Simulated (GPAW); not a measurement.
## How the form of the self-energy moves the gap of KI (Fm-3m)

How much does the gap of KI (Fm-3m) depend on the approximation to the self-energy?

Program: GPAW 26.7.0. Level of theory: PBE and many-body steps on it, plane waves. Results are calculated unless marked as measured.

## 1. The structure

It takes space group Fm-3m (No. 225, cubic). Conventional cell: a = 7.066 Å, b = 7.066 Å, c = 7.066 Å, α = 90.00°, β = 90.00°, γ = 90.00°. Nearest to K lie 6 I at 3.53 Å. Nearest to I lie 6 K at 3.53 Å. Farther neighbours and most contacts between anions are not listed.

Coordinates:

```cif
data_structure
_symmetry_space_group_name_H-M 'Fm-3m'
_symmetry_Int_Tables_number 225
_cell_length_a 7.0655
_cell_length_b 7.0655
_cell_length_c 7.0655
_cell_angle_alpha 90.000
_cell_angle_beta 90.000
_cell_angle_gamma 90.000
_cell_volume 352.73
loop_
_atom_site_label
_atom_site_type_symbol
_atom_site_symmetry_multiplicity
_atom_site_Wyckoff_symbol
_atom_site_fract_x
_atom_site_fract_y
_atom_site_fract_z
_atom_site_occupancy
K1 K 4 a 0.00000 0.00000 0.00000 1
I1 I 4 b 0.50000 0.00000 0.00000 1
```

The cell and positions come from the Crystallography Open Database and are kept as given unless a step says otherwise. Spin-orbit coupling is left out unless a step names it.

## 2. Empty states on the mesh, 4×4×4 mesh, 1321 bands

This step: GPAW 26.7.0; DFT, PBE, plane waves, PAW.

The sums over transitions need many empty states on a uniform mesh; this step solves for them.

run.py

```python
import json
import numpy as np
from gpaw.mpi import world
from gpaw import GPAW

calc = GPAW('gs.gpw').fixed_density(kpts={'size': (4, 4, 4), 'gamma': True},
    parallel={'domain': 1, 'band': 1},
    txt='nscf.txt')
calc.diagonalize_full_hamiltonian(nbands=1321)
calc.write('full.gpw', mode='all')
res = {}
kpts = calc.get_ibz_k_points()
res['kpts'] = kpts
res['eigenvalues'] = [calc.get_eigenvalues(kpt=k) for k in range(len(kpts))]
res['n_electrons'] = calc.get_number_of_electrons()

if world.rank == 0:
    with open('result.json', 'w') as f:
        json.dump(res, f, default=lambda x: x.tolist())
```

Launch:

```bash
> mpirun -n 4 gpaw python run.py
```

Numbers of over 12 decimals in the logs are rounded to 6 here.

What it wrote:

```text
Diagonalizing LCAO Hamiltonian
Converting LCAO to pw mode
convergence criteria:
- Maximum integral of absolute [eigenst]ate change: 4e-08 eV^2 / valence electron
maximum number of iterations: 100

SCF iterations
|iter     |     time |      energy | eigst |  dens |
|iter:   1|  |             | +1.58 |       |
|iter:   2|  |             | +0.50 |       |
|iter:   3|  |             | -0.15 |       |
[...]
|iter:  25|  |             | -7.01 |       |
|iter:  26|  |             | -7.22 |       |
|iter:  27|  |             | -7.44c|       |
SCF steps: 27
  __  _  _
 | _ |_)|_||  |
 |__||  | ||/\| - 26.7.0

Input parameters:
  mode=PW(ecut=450.000000),
  convergence={'density': 1e-06, 'bands': -3},
  gpts=array([25, 25, 25]),
  kpts=MonkhorstPack(size=(4, 4, 4), gamma=True),
  maxiter=100,
  nbands=15,
  occupations=Occupations(name='fermi-dirac', width=0.001, fixmagmom=False),
  parallel={'domain': 1, 'band': 1},
  xc=XC(name='PBE')
Matrix size: 1924x1924
# Writing to full.gpw (mode='all')
  [... matrices ...]

timing:  # [seconds]
  Total: 13.147  # ━━━━━━━━━━━━━━━━━━━━━━━━━━━━━━━━━━━━━━━━━━━━━━━━━━━━━━━━━━
```

Wall time 18 s (4 MPI ranks of Intel Xeon 6975P-C (Granite Rapids), shared host); peak memory 2.1 GiB.

This step gave:

```
gap                                                           : 3.977 eV
k of the valence top                                          : 0, 0, 0
k of the conduction bottom                                    : 0, 0, 0
least direct gap                                              : 3.977 eV
k points computed                                             : 8
lowest point of the top converged band, above the valence top : 342.8103 eV
```

On this mesh the gap is 3.977 eV.

## 3. G0W0, Godby-Needs plasmon pole

G0W0 replaces the xc potential by the self-energy, built once from these orbitals. Only a window of levels is corrected, while the sums run over the empty bands that the input names.

This step: G0W0 on PBE, plane waves, PAW.

run.py

```python
import json
import numpy as np
from gpaw.mpi import world
from gpaw.response.g0w0 import G0W0

gw = G0W0('full.gpw',
    filename='gw',
    kpts=[0],
    bands=(6, 10),
    ecut=210,
    nbands=609,
    integrate_gamma='WS',
    ppa=True)
gw.calculate()
res = {mode: {k: v for k, v in r.items() if k != 'sigma_eskwn'}
       for mode, r in gw.all_results.items()}

if world.rank == 0:
    with open('result.json', 'w') as f:
        json.dump(res, f, default=lambda x: x.tolist())
```

Launch:

```bash
> mpirun -n 4 gpaw python run.py
```

What it wrote:

```text
Using integrator: PointIntegrator
FrequencyGridDescriptor(from 0.000+0.000j to 0.000+27.211j eV, 2 points)
Nonperiodic BCs:  [False False False]
Using integrator: PointIntegrator
FrequencyGridDescriptor(from 0.000+0.000j to 0.000+27.211j eV, 2 points)
Nonperiodic BCs:  [False False False]
  ___  _ _ _
 |   || | | |
 | | || | | |
 |__ ||_____|
 |___|

BZ k-points: Symmetries present (total): 48

  [... matrices ...]
64 k-points: 4 x 4 x 4 Monkhorst-Pack grid + [1/8,1/8,1/8]
8 k-points in the irreducible part of the Brillouin zone
       k-points in crystal coordinates                weights
   0:     0.00000000    0.00000000    0.00000000          1/64
   1:     0.25000000    0.25000000    0.00000000          6/64
   2:     0.25000000    0.25000000    0.25000000          8/64
   3:     0.50000000    0.25000000   -0.25000000          6/64
   4:     0.50000000    0.25000000    0.25000000         12/64
   5:     0.50000000    0.50000000    0.00000000          3/64
   6:     0.50000000    0.50000000    0.25000000         24/64
   7:     0.50000000    0.50000000    0.50000000          4/64

Distributing spins, k-points and bands (1 x 1 x 4) over 4 processes
Number of blocks: 1

Quasi particle states:
k-points (IBZ indices): [0]
Band range: (6, 10)
  [... matrices ...]
Computational parameters:
Plane wave cut-off: 210 eV
Number of bands: 609
Coulomb cutoff: None
Broadening: 0.1 eV

fxc modes: GW
Kernel: RPA
Using Godby-Needs plasmon-pole approximation:
  Fitting energy: i*E0, E0 = 1.000 Hartree
Summing all q:

Calculating screened Coulomb potential
No Coulomb truncation
FrequencyGridDescriptor(from 0.000+0.000j to 0.000+27.211j eV, 2 points)
Removing empty qpoint cache files...

Calculating chi0 body with:
    Ground state adapter containing:
    Number of spins: 1
    Number of kpoints: 64
    Number of irreducible kpoints: 8
    Number of completely occupied states: 8
    Number of partially occupied states: 8
    Occupied states memory: 1.907349 M / cpu

    Linear response parametrization:
    q_c: [0.0, 0.0, 0.0]
    Number of frequency points: 2
    Planewave cutoff: 210.0
    Number of bands: 609
    Number of planewaves: 609
    Broadening (eta): 1e-06
    comm.size: 4
    kncomm.size: 4
    blockcomm.size: 1

    Memory estimate of potentially large arrays:
        chi0_wGG: 11.318390 M / cpu
Integrating chi0 body.

Symmetries of q_c:
    Direct symmetries (Uq -> q): 48
    Indirect symmetries (TUq -> q): 0
In total 48 allowed symmetries.

  [... matrices ...]
8 groups of equivalent kpoints. 87.5% reduction.

Integral kind: response function
Integrating chi0 head and wings.

Symmetries of q_c:
    Direct symmetries (Uq -> q): 48
    Indirect symmetries (TUq -> q): 0
In total 48 allowed symmetries.

  [... matrices ...]
8 groups of equivalent kpoints. 87.5% reduction.

Integral kind: response function wings

Calculating chi0 body with:
    Ground state adapter containing:
    Number of spins: 1
    Number of kpoints: 64
    Number of irreducible kpoints: 8
    Number of completely occupied states: 8
    Number of partially occupied states: 8
    Occupied states memory: 1.907349 M / cpu

    Linear response parametrization:
[... the further q-points ...]

Results:
f:      Occupation numbers
eps:     KS-eigenvalues [eV]
vxc:     KS vxc [eV]
exx:     Exact exchange [eV]
sigma:   Self-energies [eV]
dsigma:  Self-energy derivatives
Z:       Renormalization factors
qp:      QP-energies [eV]

k-point 0 (0): (0.000, 0.000, 0.000)                GW
band       f     eps     vxc     exx   sigma  dsigma       Z      qp
                                                                   GW
   6   1.000   0.472 -14.167 -17.271   1.017  -0.219   0.820  -1.241
   7   1.000   0.472 -14.167 -17.271   1.017  -0.219   0.820  -1.241
   8   0.000   4.449  -7.838  -4.348  -2.954  -0.163   0.860   4.910
   9   0.000   6.979  -8.262  -3.910  -3.173  -0.172   0.853   7.985
```

It took 8.8 min on 4 MPI ranks; peak memory 2.3 GiB; 35 min of CPU time.

This step gave:

```yaml
g0w0_gap_on_the_points_computed: 6.151 eV
least_direct_g0w0_gap_on_the_computed_points: 6.151 eV
z_at_the_valence_top: 0.8205
z_at_the_conduction_bottom: 0.8601
starting_gap_on_the_mesh: 3.977 eV
k_of_the_valence_top: 0, 0, 0
k_of_the_conduction_bottom: 0, 0, 0
```

The gap on the mesh goes from 3.98 eV to 6.15 eV, a correction of +2.17 eV.

## 4. One-shot HSE06

This step: one-shot HSE06 levels on PBE orbitals, plane waves, PAW.

run.py

```python
import json
import numpy as np
from gpaw.mpi import world
from gpaw.hybrids.eigenvalues import non_self_consistent_eigenvalues

dft, vxc, vxc_hyb = non_self_consistent_eigenvalues('full.gpw', 'HSE06', 6, 10, kpt_indices=[0])
res = {'dft': dft[0], 'hybrid': (dft - vxc + vxc_hyb)[0]}
if world.rank == 0:
    with open('hybrid.txt', 'w') as f:
        for k, e0, e1 in zip([0], res['dft'], res['hybrid']):
            print(k, ' '.join(f'{x:9.4f}' for x in e0), '|', ' '.join(f'{x:9.4f}' for x in e1), file=f)

if world.rank == 0:
    with open('result.json', 'w') as f:
        json.dump(res, f, default=lambda x: x.tolist())
```

Launch:

```bash
> mpirun -n 4 gpaw python run.py
```

What it wrote:

```text
IBZ(<points: 8, symmetries: 48>)
Occupied bands: 8
Transforming wave functions from IBZ to BZ: 0.024 seconds
Distributing wave functions and iFFT-ing to real space: 0.122 seconds
Calculating eigenvalues:
  k-points: 1
  Bands: 6-9 (inclusive)
  Seconds: 0.134 (wave-function broadcasting: 0.003 seconds)
HSE06-eigenvalue shifts:
  min: -0.674 eV
  ave: -0.186 eV
  max: 0.400 eV
```

Elapsed: 3.4 s, on 4 MPI ranks; peak memory 0.52 GiB.

This step gave:

- starting gap on the mesh: 3.977 eV
- hybrid gap on the mesh: 4.858 eV
- least direct hybrid gap on the computed points: 4.858 eV

## 5. One-shot PBE0

This step: one-shot PBE0 levels on PBE orbitals, plane waves, PAW.

Changes to run.py since step 4:

```diff
@@ -5,3 +5,3 @@
 
-dft, vxc, vxc_hyb = non_self_consistent_eigenvalues('full.gpw', 'HSE06', 6, 10, kpt_indices=[0])
+dft, vxc, vxc_hyb = non_self_consistent_eigenvalues('full.gpw', 'PBE0', 6, 10, kpt_indices=[0])
 res = {'dft': dft[0], 'hybrid': (dft - vxc + vxc_hyb)[0]}
```

Launch:

```bash
> mpirun -n 4 gpaw python run.py
```

What it wrote:

```text
IBZ(<points: 8, symmetries: 48>)
Occupied bands: 8
Transforming wave functions from IBZ to BZ: 0.025 seconds
Distributing wave functions and iFFT-ing to real space: 0.108 seconds
Calculating eigenvalues:
  k-points: 1
  Bands: 6-9 (inclusive)
  Seconds: 0.220 (wave-function broadcasting: 0.003 seconds)
HSE06-eigenvalue shifts:
  min: -1.113 eV
  ave: -0.222 eV
  max: 0.785 eV
```

The job ended after 3 s (4 MPI ranks; peak memory 0.92 GiB; 11 s of CPU time).

Numbers from this step:

* starting gap on the mesh: 3.977 eV
* hybrid gap on the mesh: 5.644 eV
* least direct hybrid gap on the computed points: 5.644 eV

## 6. G0W0, full frequency, Hilbert transform

This step: G0W0 on PBE, plane waves, PAW.

run.py

```python
import json
import numpy as np
from gpaw.mpi import world
from gpaw.response.g0w0 import G0W0

gw = G0W0('full.gpw',
    filename='gw',
    kpts=[0],
    bands=(6, 10),
    ecut=210,
    nbands=609,
    integrate_gamma='WS',
    frequencies={'type': 'nonlinear', 'domega0': 0.1, 'omega2': 15.0},
    eta=0.1,
    nblocksmax=True)
gw.calculate()
res = {mode: {k: v for k, v in r.items() if k != 'sigma_eskwn'}
       for mode, r in gw.all_results.items()}

if world.rank == 0:
    with open('result.json', 'w') as f:
        json.dump(res, f, default=lambda x: x.tolist())
```

Launch:

```bash
> mpirun -n 4 gpaw python run.py
```

What it wrote:

```text
Using integrator: PointIntegrator
NonLinearFrequencyDescriptor(from 0.000 to 236.245 eV, 315 points)
Nonperiodic BCs:  [False False False]
Using integrator: PointIntegrator
NonLinearFrequencyDescriptor(from 0.000 to 236.245 eV, 315 points)
Nonperiodic BCs:  [False False False]
  ___  _ _ _
 |   || | | |
 | | || | | |
 |__ ||_____|
 |___|

BZ k-points: Symmetries present (total): 48

  [... matrices ...]
64 k-points: 4 x 4 x 4 Monkhorst-Pack grid + [1/8,1/8,1/8]
8 k-points in the irreducible part of the Brillouin zone
       k-points in crystal coordinates                weights
   0:     0.00000000    0.00000000    0.00000000          1/64
   1:     0.25000000    0.25000000    0.00000000          6/64
   2:     0.25000000    0.25000000    0.25000000          8/64
[...]
6:     0.50000000    0.50000000    0.25000000         24/64
   7:     0.50000000    0.50000000    0.50000000          4/64

Distributing spins, k-points and bands (1 x 1 x 4) over 1 process
Number of blocks: 4

Quasi particle states:
k-points (IBZ indices): [0]
Band range: (6, 10)
  [... matrices ...]
Computational parameters:
Plane wave cut-off: 210 eV
Number of bands: 609
Coulomb cutoff: None
Broadening: 0.1 eV

fxc modes: GW
Kernel: RPA
Using full-frequency real axis integration
Summing all q:

Calculating screened Coulomb potential
No Coulomb truncation
NonLinearFrequencyDescriptor(from 0.000 to 236.245 eV, 315 points)
Removing empty qpoint cache files...

Calculating chi0 body with:
    Ground state adapter containing:
    Number of spins: 1
    Number of kpoints: 64
    Number of irreducible kpoints: 8
    Number of completely occupied states: 8
    Number of partially occupied states: 8
    Occupied states memory: 1.907349 M / cpu

    Linear response parametrization:
    q_c: [0.0, 0.0, 0.0]
    Number of frequency points: 315
    Planewave cutoff: 210.0
    Number of bands: 609
    Number of planewaves: 609
    Broadening (eta): 0.1
    comm.size: 4
    kncomm.size: 1
    blockcomm.size: 4

    Memory estimate of potentially large arrays:
        chi0_wGG: 445.661602 M / cpu
Integrating chi0 body.

Symmetries of q_c:
    Direct symmetries (Uq -> q): 48
    Indirect symmetries (TUq -> q): 0
In total 48 allowed symmetries.

  [... matrices ...]
8 groups of equivalent kpoints. 87.5% reduction.

Integral kind: spectral function
Integrating chi0 head and wings.

Symmetries of q_c:
    Direct symmetries (Uq -> q): 48
    Indirect symmetries (TUq -> q): 0
In total 48 allowed symmetries.

  [... matrices ...]
8 groups of equivalent kpoints. 87.5% reduction.

Integral kind: spectral function wings

Calculating chi0 body with:
    Ground state adapter containing:
    Number of spins: 1
    Number of kpoints: 64
    Number of irreducible kpoints: 8
    Number of completely occupied states: 8
    Number of partially occupied states: 8
    Occupied states memory: 1.907349 M / cpu

    Linear response parametrization:
[... the further q-points ...]

Results:
f:      Occupation numbers
eps:     KS-eigenvalues [eV]
vxc:     KS vxc [eV]
exx:     Exact exchange [eV]
sigma:   Self-energies [eV]
dsigma:  Self-energy derivatives
Z:       Renormalization factors
qp:      QP-energies [eV]

k-point 0 (0): (0.000, 0.000, 0.000)                GW
band       f     eps     vxc     exx   sigma  dsigma       Z      qp
                                                                   GW
   6   1.000   0.472 -14.167 -17.271   0.968  -0.225   0.816  -1.272
   7   1.000   0.472 -14.167 -17.271   0.968  -0.225   0.816  -1.272
   8   0.000   4.449  -7.838  -4.348  -2.920  -0.184   0.845   4.930
   9   0.000   6.979  -8.262  -3.910  -3.147  -0.188   0.842   7.993
```

It took 20 min on 4 MPI ranks; peak memory 10 GiB; 79 min of CPU time.

This step gave:

- G0W0 gap on the points computed: 6.202 eV
- least direct G0W0 gap on the computed points: 6.202 eV
- Z at the valence top: 0.8164
- Z at the conduction bottom: 0.8449
- starting gap on the mesh: 3.977 eV
- k of the valence top: 0, 0, 0
- k of the conduction bottom: 0, 0, 0

Against G0W0 in GPAW (4×4×4 mesh, 609 bands, screening to 210 eV, Godby-Needs plasmon pole), the gap moves by +0.051 eV.

## 7. The runs together

Times are wall times on 4 MPI ranks of Intel Xeon 6975P-C (Granite Rapids), shared host, good to a factor of about two.

```csv
run,mesh,bands,screening cutoff (eV),DFT gap (eV),gap on the mesh (eV),direct (eV),time
"G0W0, Godby-Needs plasmon pole",4×4×4,609,210,3.977,6.151,6.151,8.8 min
one-shot HSE06,4×4×4,-,-,3.977,4.858,4.858,3.4 s
one-shot PBE0,4×4×4,-,-,3.977,5.644,5.644,3 s
"G0W0, full frequency, Hilbert transform",4×4×4,609,210,3.977,6.202,6.202,20 min
```

## 8. What came out

* G0W0, Godby-Needs plasmon pole: 6.151 eV
* one-shot HSE06: 4.858 eV
* one-shot PBE0: 5.644 eV
* G0W0, full frequency, Hilbert transform: 6.202 eV
* known limits: not at the basis limit; no spin-orbit coupling

What this shows: One-shot HSE06: −1.294 eV against G0W0, Godby-Needs plasmon pole. One-shot PBE0: −0.507 eV against G0W0, Godby-Needs plasmon pole. G0W0, full frequency, Hilbert transform: +0.051 eV against G0W0, Godby-Needs plasmon pole. One-shot hybrid levels are evaluated on the PBE orbitals. Bands and cutoff are finite, so the gap is not at the basis limit. The miss can reach some tenths of an eV and take either sign; the mesh is an error of its own. These stock PAW sets were not made for GW; the filled d or f shell of I lies in the frozen core, which bears on start and correction. In the G0W0 runs levels were corrected at 1 k point alone, so a gap called «on the mesh» is the least over those, and an edge elsewhere would be missed. The many-body steps are scalar-relativistic: spin-orbit coupling is not in them.

[Paths, hosts, dates, memory and timing lines, banners, echoed tables and standing remarks are left out of the program output.]

[Logs are printed without paths, hosts, clocks, repeated set-up lines and the standing remarks that a program may print on its own settings, such as how far it seeks lower states.]

[Runs of the session that timed out or met a known fault of the program may be left out.]

[Hosts, paths, dates, database ids (printed as entryN), source tags and the programs' standing remarks are cut or masked in the printed files.]
